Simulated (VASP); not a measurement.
# TiO2 in VASP: single point with PBEsol

Aim: the single point of TiO2 with PBEsol.

All numbers are computed with VASP 6.6.1; they aren't measurements. Logs are shortened: lines on timing, memory, paths and dates and some standing lists are left out, and cuts for length are marked.

## (1) Starting point

The cell holds a slab with vacuum, 30 atoms: a = 2.942 Å, b = 6.495 Å, c = 30.532 Å, α = 90.00°, β = 90.00°, γ = 90.00°.

## (2) Single point, PBEsol

INCAR reads:

```
SYSTEM = TiO2
PREC = Accurate ; ENCUT = 520
EDIFF = 1E-6 ; ISMEAR = 0
SIGMA = 0.03 ; LREAL = Auto
LASPH = .True. ; NELM = 80
ALGO = Normal ; ISIF = 2
LWAVE = .False. ; LCHARG = .False.
LDIPOL = .True. ; IDIPOL = 3
DIPOL = 0.5 0.5 0.500 ; GGA = PS
NBANDS = 141 ; LVHAR = .True.
LVACPOTAV = .True. ; ICORELEVEL = 1
LUSENCCL = .False.
```

KPOINTS reads:

```
Automatic mesh
0
Gamma
  9 4 1
  0 0 0
```

POSCAR reads:

```
TiO2
1.0
    2.9417410000      0.0000000000      0.0000000000
    0.0000000000      6.4950685300      0.0000000000
    0.0000000000      0.0000000000     30.5319821200
O Ti
20 10
Direct
    0.0000000000      0.0000000000      0.2456440600
    0.5000000000      0.3043250000      0.2872700000
    0.5000000000      0.6956750000      0.2872700000
    0.0000000000      0.0000000000      0.3288959400
    0.0000000000      0.5000000000      0.3520090600
    0.5000000000      0.8043250000      0.3936350000
    0.5000000000      0.1956750000      0.3936350000
    0.0000000000      0.5000000000      0.4352609400
    0.0000000000      0.0000000000      0.4583740600
    0.5000000000      0.3043250000      0.5000000000
    0.5000000000      0.6956750000      0.5000000000
    0.0000000000      0.0000000000      0.5416259400
    0.0000000000      0.5000000000      0.5647390600
    0.5000000000      0.8043250000      0.6063650000
    0.5000000000      0.1956750000      0.6063650000
    0.0000000000      0.5000000000      0.6479909400
    0.0000000000      0.0000000000      0.6711040600
    0.5000000000      0.3043250000      0.7127300000
    0.5000000000      0.6956750000      0.7127300000
    0.0000000000      0.0000000000      0.7543559400
    0.0000000000      0.5000000000      0.2872700000
    0.5000000000      0.0000000000      0.2872700000
    0.0000000000      0.0000000000      0.3936350000
    0.5000000000      0.5000000000      0.3936350000
    0.0000000000      0.5000000000      0.5000000000
    0.5000000000      0.0000000000      0.5000000000
    0.0000000000      0.0000000000      0.6063650000
    0.5000000000      0.5000000000      0.6063650000
    0.0000000000      0.5000000000      0.7127300000
    0.5000000000      0.0000000000      0.7127300000
```

Potentials or basis: VASP PAW PBE potentials, release 64 (O, Ti_sv).

Launch:

```bash
cat potpaw_PBE.64/O/POTCAR potpaw_PBE.64/Ti_sv/POTCAR > POTCAR
mpirun -np 1 vasp_std > vasp.out
```

OUTCAR:

```text
SYSTEM = TiO2
   PREC = Accurate
   ENCUT = 520
   EDIFF = 1E-6
   ISMEAR = 0
   LREAL = Auto
   LASPH = .True.
   NELM = 80
   ISIF = 2
   GGA = PS

 ion  position               nearest neighbor table
   1  0.000  0.000  0.246-  22 1.94  22 1.94
   2  0.500  0.304  0.287-  21 1.94  21 1.94  22 1.98
   3  0.500  0.696  0.287-  21 1.94  21 1.94  22 1.98
   4  0.000  0.000  0.329-  22 1.94  22 1.94  23 1.98
   5  0.000  0.500  0.352-  24 1.94  24 1.94  21 1.98
   6  0.500  0.804  0.394-  23 1.94  23 1.94  24 1.98
   7  0.500  0.196  0.394-  23 1.94  23 1.94  24 1.98
[... 10 lines left out ...]
  18  0.500  0.304  0.713-  29 1.94  29 1.94  30 1.98
  19  0.500  0.696  0.713-  29 1.94  29 1.94  30 1.98
  20  0.000  0.000  0.754-  30 1.94  30 1.94
  21  0.000  0.500  0.287-   2 1.94   3 1.94   2 1.94   3 1.94   5 1.98
  22  0.500  0.000  0.287-   1 1.94   4 1.94   1 1.94   4 1.94   3 1.98   2 1.98
  23  0.000  0.000  0.394-   6 1.94   7 1.94   6 1.94   7 1.94   9 1.98   4 1.98
  24  0.500  0.500  0.394-   8 1.94   8 1.94   5 1.94   5 1.94   7 1.98   6 1.98
  25  0.000  0.500  0.500-  10 1.94  11 1.94  10 1.94  11 1.94   8 1.98  13 1.98
  26  0.500  0.000  0.500-   9 1.94  12 1.94   9 1.94  12 1.94  11 1.98  10 1.98
  27  0.000  0.000  0.606-  14 1.94  15 1.94  14 1.94  15 1.94  12 1.98  17 1.98
  28  0.500  0.500  0.606-  13 1.94  13 1.94  16 1.94  16 1.94  15 1.98  14 1.98
  29  0.000  0.500  0.713-  18 1.94  19 1.94  18 1.94  19 1.94  16 1.98
  30  0.500  0.000  0.713-  20 1.94  20 1.94  17 1.94  17 1.94  19 1.98  18 1.98

  LATTYP: Found a simple orthorhombic cell.
 ALAT       =     2.9417410000
 B/A-ratio  =     2.2078995160
 C/A-ratio  =    10.3788817982

  Lattice vectors:

 A1 = (   2.9417410000,   0.0000000000,   0.0000000000)
 A2 = (   0.0000000000,   6.4950685300,   0.0000000000)
 A3 = (   0.0000000000,   0.0000000000,  30.5319821200)

Analysis of symmetry for initial positions (statically):
=====================================================================
 Subroutine PRICEL returns:
 Original cell was already a primitive cell.

 Routine SETGRP: Setting up the symmetry group for a
 simple orthorhombic supercell.

 Subroutine GETGRP returns: Found  8 space group operations
 (whereof  8 operations were pure point group operations)
 out of a pool of  8 trial point group operations.

The static configuration has the point symmetry D_2h.

Analysis of symmetry for dynamics (positions and initial velocities):
=====================================================================
 Subroutine PRICEL returns:
 Original cell was already a primitive cell.

 Routine SETGRP: Setting up the symmetry group for a
 simple orthorhombic supercell.

 Subroutine GETGRP returns: Found  8 space group operations
 (whereof  8 operations were pure point group operations)
 out of a pool of  8 trial point group operations.

The dynamic configuration has the point symmetry D_2h.

 Subroutine INISYM returns: Found  8 space group operations
 (whereof  8 operations are pure point group operations),
 and found     1 'primitive' translations

----------------------------------------------------------------------------------------

                                     Primitive cell

  volume of cell :     583.3688

  direct lattice vectors                    reciprocal lattice vectors
     2.941741000  0.000000000  0.000000000     0.339934753  0.000000000  0.000000000
     0.000000000  6.495068530  0.000000000     0.000000000  0.153962964  0.000000000
     0.000000000  0.000000000 30.531982120     0.000000000  0.000000000  0.032752541

  length of vectors
     2.941741000  6.495068530 30.531982120     0.339934753  0.153962964  0.032752541

  position of ions in fractional coordinates (direct lattice)
     0.000000000  0.000000000  0.245644060
     0.500000000  0.304325000  0.287270000
     0.500000000  0.695675000  0.287270000
     0.000000000  0.000000000  0.328895940
     0.000000000  0.500000000  0.352009060
     0.500000000  0.804325000  0.393635000
[... 22 lines left out ...]
     0.000000000  0.500000000  0.712730000
     0.500000000  0.000000000  0.712730000

  ion indices of the primitive-cell ions
   primitive index   ion index
                 1           1
                 2           2
                 3           3
                 4           4
                 5           5
                 6           6
[... 22 lines left out ...]
                29          29
                30          30

----------------------------------------------------------------------------------------

 KPOINTS: Automatic mesh

Automatic generation of k-mesh.
 Grid dimensions read from file:
 generate k-points for:    9    4    1

 Generating k-lattice:

  Cartesian coordinates                     Fractional coordinates (reciprocal lattice)
     0.037770528  0.000000000  0.000000000     0.111111111  0.000000000  0.000000000
     0.000000000  0.038490741  0.000000000     0.000000000  0.250000000  0.000000000
     0.000000000  0.000000000  0.032752541     0.000000000  0.000000000  1.000000000

  Length of vectors
     0.037770528  0.038490741  0.032752541

  Shift w.r.t. Gamma in fractional coordinates (k-lattice)
     0.000000000  0.000000000  0.000000000

 Subroutine IBZKPT returns following result:
 ===========================================

 Found     15 irreducible k-points:

 Following reciprocal coordinates:
            Coordinates               Weight
  0.000000  0.000000  0.000000      1.000000
  0.111111  0.000000  0.000000      2.000000
  0.222222  0.000000  0.000000      2.000000
  0.333333  0.000000  0.000000      2.000000
  0.444444  0.000000  0.000000      2.000000
  0.000000  0.250000  0.000000      2.000000
  0.111111  0.250000  0.000000      4.000000
  0.222222  0.250000  0.000000      4.000000
  0.333333  0.250000  0.000000      4.000000
  0.444444  0.250000  0.000000      4.000000
  0.000000  0.500000  0.000000      1.000000
  0.111111  0.500000  0.000000      2.000000
  0.222222  0.500000  0.000000      2.000000
  0.333333  0.500000  0.000000      2.000000
  0.444444  0.500000  0.000000      2.000000
   k-points           NKPTS =     15   k-points in BZ     NKDIM =     15   number of bands    NBANDS=    141
   number of dos      NEDOS =    301   number of ions     NIONS =     30
   total plane-waves  NPLWV = 276480
   dimension x,y,z NGX =    24 NGY =   48 NGZ =  240
   dimension x,y,z NGXF=    48 NGYF=   96 NGZF=  480
   ions per type =              20  10
   NGX,Y,Z   is equivalent  to a cutoff of  13.56, 12.29, 13.07 a.u.
   NGXF,Y,Z  is equivalent  to a cutoff of  27.13, 24.57, 26.14 a.u.
 SYSTEM =  TiO2
   PREC   = accura    normal or accurate (medium, high low for compatibility)
   ISTART =      0    job   : 0-new  1-cont  2-samecut
   ICHARG =      2    charge: 1-file 2-atom 10-const
   ISPIN  =      1    spin polarized calculation?
   LNONCOLLINEAR =      F non collinear calculations
   LSORBIT =      F    spin-orbit coupling
   LASPH  =      T    aspherical Exc in radial PAW
   ENCUT  =  520.0 eV  38.22 Ry    6.18 a.u.   5.47 12.08 56.77*2*pi/ulx,y,z
   NELM   =     80;   NELMIN=  2; NELMDL= -5     # of ELM steps
   EDIFF  = 0.1E-05   stopping-criterion for ELM
   LREAL  =      T    real-space projection
   EDIFFG = 0.1E-04   stopping-criterion for IOM
   NSW    =      0    number of steps for IOM
   IBRION =     -1    ionic relax: 0-MD 1-quasi-New 2-CG
   NFREE  =      0    steps in history (QN), initial steepest desc. (CG)
   ISIF   =      2    stress and relaxation
   ISYM   =      2    0-nonsym 1-usesym 2-fastsym
   POTIM  = 0.5000    time-step for ionic-motion
   TEBEG  =    0.0;   TEEND  =   0.0 temperature during run
   PSTRESS=    0.0 pullay stress
   NELECT =     240.0000    total number of electrons
   NUPDOWN=      -1.0000    fix difference up-down
   EMIN   =  10.00;   EMAX   =-10.00  energy-range for DOS
   EFERMI =   0.00;   METHOD = LEGACY
   ISMEAR =     0;   SIGMA  =   0.03  broadening in eV -4-tet -1-fermi 0-gaus
   EFERMI_NEDOS =   21; number of points for ismear=-14 and -15
   IALGO  =     38    algorithm
   IMIX   =      4    mixing-type and parameters
     AMIX     =   0.40;   BMIX     =  1.00
     AMIX_MAG =   1.60;   BMIX_MAG =  1.00
  volume/ion in A,a.u.               =      19.45       131.23
  Fermi-wavevector in a.u.,A,eV,Ry     =   1.217580  2.300893 20.170653  1.482501
  Thomas-Fermi vector in A             =   2.352896
   LORBIT       =      0    0 simple, 1 ext, 2 COOP (PROOUT), +10 PAW based schemes
   GGA     = PS    functional components
   LHFCALC =     F    Hartree Fock is set to
   AEXX    =    0.0000 exact exchange contribution
   IVDW    =     0    specifies the selected vdW correction
   LEPSILON=     F    determine dielectric tensor
   LRPA    =     F    only Hartree local field effects (RPA)
 non-spin polarized calculation
 Gauss-broadening in eV      SIGMA  =   0.03
  energy-cutoff  :      520.00
  volume of cell :      583.37
 maximum number of plane-waves:     15795
 NGX is ok and might be reduce to    24
   NGX = 11   NGY = 25   NGZ =113

 number of electron     239.9999987 magnetization

 dipolmoment           0.000000      0.000000      0.000000 electrons x Angstroem

 Free energy of the ion-electron system (eV)
  ---------------------------------------------------
  ext. energy  EPLUGINS =         0.00000000
  ---------------------------------------------------
  free energy    TOTEN  =      -276.89935561 eV

  energy without entropy =     -276.89935561  energy(sigma->0) =     -276.89935561

 the core state eigenenergies are
   1-  1s   -504.2054
   2-  1s   -506.0870
   3-  1s   -506.0870
   4-  1s   -505.0399
   5-  1s   -506.1294
   6-  1s   -505.6010
[... 12 lines left out ...]
  19-  1s   -506.0870
  20-  1s   -504.2054
  21-  1s  -4864.5870  2s   -533.4995  2p   -440.7650
  22-  1s  -4862.6675  2s   -531.7038  2p   -438.9563
  23-  1s  -4863.6273  2s   -532.6973  2p   -439.9473
  24-  1s  -4863.9778  2s   -533.0467  2p   -440.2969
  25-  1s  -4863.8697  2s   -532.9372  2p   -440.1875
  26-  1s  -4863.7406  2s   -532.8086  2p   -440.0588
  27-  1s  -4863.6273  2s   -532.6973  2p   -439.9473
  28-  1s  -4863.9778  2s   -533.0467  2p   -440.2969
  29-  1s  -4864.5870  2s   -533.4995  2p   -440.7650
  30-  1s  -4862.6675  2s   -531.7038  2p   -438.9563

 E-fermi :  -0.4492     XC(G=0):  -6.6516

 val. band max:       -0.6349086295   @ k =   0.2222   0.5000   0.0000
 cond. band min:       0.6220871764   @ k =   0.0000   0.0000   0.0000
 fundamental gap:      1.2569958059
 Fermi energy:        -0.4492208521

 k-point     1 :       0.0000    0.0000    0.0000
  band No.  band energies     occupation
      1     -58.1263      2.00000
      2     -58.1263      2.00000
      3     -57.6597      2.00000
      4     -57.6596      2.00000
      5     -57.5510      2.00000
      6     -57.4283      2.00000
[... 124 lines left out ...]
    131       1.5173      0.00000
    132       1.5174      0.00000

 k-point     2 :       0.1111    0.0000    0.0000
  band No.  band energies     occupation
      1     -58.1212      2.00000
      2     -58.1212      2.00000
      3     -57.6545      2.00000
      4     -57.6544      2.00000
      5     -57.5459      2.00000
      6     -57.4231      2.00000
[... 1879 lines left out ...]
    131       1.7681      0.00000
    132       1.9734      0.00000
 [bands above 132 left out]

------------------------ aborting loop because EDIFF is reached ----------------------------------------

  FORCE on cell =-STRESS in cart. coord.  units (eV):
  Direction    XX          YY          ZZ          XY          YZ          ZX
  --------------------------------------------------------------------------------------
  -------------------------------------------------------------------------------------
  Total       -6.8696449      2.6353453     -7.4447577      0.0000000      0.0000000      0.0000000
  in kB      -18.8669501      7.2377726    -20.4464531      0.0000000      0.0000000      0.0000000
  external PRESSURE =     -10.6918769 kB  Pullay stress =       0.0000000 kB

 VOLUME and BASIS-vectors are now :
 -----------------------------------------------------------------------------
  energy-cutoff  :      520.00
  volume of cell :      583.37
      direct lattice vectors                 reciprocal lattice vectors
     2.941741000  0.000000000  0.000000000     0.339934753  0.000000000  0.000000000
     0.000000000  6.495068530  0.000000000     0.000000000  0.153962964  0.000000000
     0.000000000  0.000000000 30.531982120     0.000000000  0.000000000  0.032752541

 POSITION                                       TOTAL-FORCE (eV/Angst)
 -----------------------------------------------------------------------------------
      0.00000      0.00000      7.50000        -0.000000      0.000000      2.081707
      1.47087      1.97661      8.77092        -0.000000      1.802423     -0.778237
      1.47087      4.51846      8.77092         0.000000     -1.802423     -0.778237
      0.00000      0.00000     10.04184         0.000000      0.000000      1.720953
      0.00000      3.24753     10.74753         0.000000      0.000000     -1.413968
      1.47087      5.22415     12.01846         0.000000     -0.370037      0.056212
[... 22 lines left out ...]
      0.00000      3.24753     21.76106         0.000000     -0.000000     -2.865738
      1.47087      0.00000     21.76106         0.000000      0.000000      3.564607
 -----------------------------------------------------------------------------------
    total drift:                                0.000000      0.000000      0.000000

  FREE ENERGIE OF THE ION-ELECTRON SYSTEM (eV)
  ---------------------------------------------------
  free  energy   TOTEN  =      -276.8993556109 eV

  energy  without entropy=     -276.8993556109  energy(sigma->0) =     -276.89935561

 vacuum level on the upper side and lower side of the slab         6.497         6.497
```

Wall time 18 min (1 × NVIDIA H100 80GB with 1 thread of AMD EPYC 7R13 (Zen 3), shared host); peak memory 1.9 GiB.

Results:

```
Free energy                            : -276.8994 eV
Largest force                          : 3.565 eV/Å
Band gap on the k mesh                 : 1.26 eV, indirect (least direct gap 1.31 eV)
Ionisation potential of the upper face : 7.13 eV
```

Forces in eV/Å, atoms in the order of the input:
```
O    0.000  0.000  2.082
O    0.000  1.802 -0.778
O    0.000 -1.802 -0.778
O    0.000  0.000  1.721
O    0.000  0.000 -1.414
O    0.000 -0.370  0.056
O    0.000  0.370  0.056
O    0.000  0.000 -0.315
O    0.000  0.000  0.151
O    0.000  0.119  0.000
O    0.000 -0.119  0.000
O    0.000  0.000 -0.151
O    0.000  0.000  0.315
O    0.000 -0.370 -0.056
O    0.000  0.370 -0.056
O    0.000  0.000  1.414
O    0.000  0.000 -1.721
O    0.000  1.802  0.778
O    0.000 -1.802  0.778
O    0.000  0.000 -2.082
Ti   0.000  0.000  2.866
Ti   0.000  0.000 -3.565
Ti   0.000  0.000 -0.848
Ti   0.000  0.000  0.605
Ti   0.000  0.000  0.000
Ti   0.000  0.000  0.000
Ti   0.000  0.000  0.848
Ti   0.000  0.000 -0.605
Ti   0.000  0.000 -2.866
Ti   0.000  0.000  3.565
```

Core levels (eV, on the scale of the bands):
| atom | levels |
| --- | --- |
| 1 O | 1s -504.2 |
| 2 O | 1s -506.1 |
| 3 O | 1s -506.1 |
| 4 O | 1s -505.0 |
| 5 O | 1s -506.1 |
| 6 O | 1s -505.6 |

Caveat: the PAW data sets were made with another functional, which shifts forces and pressure a little.
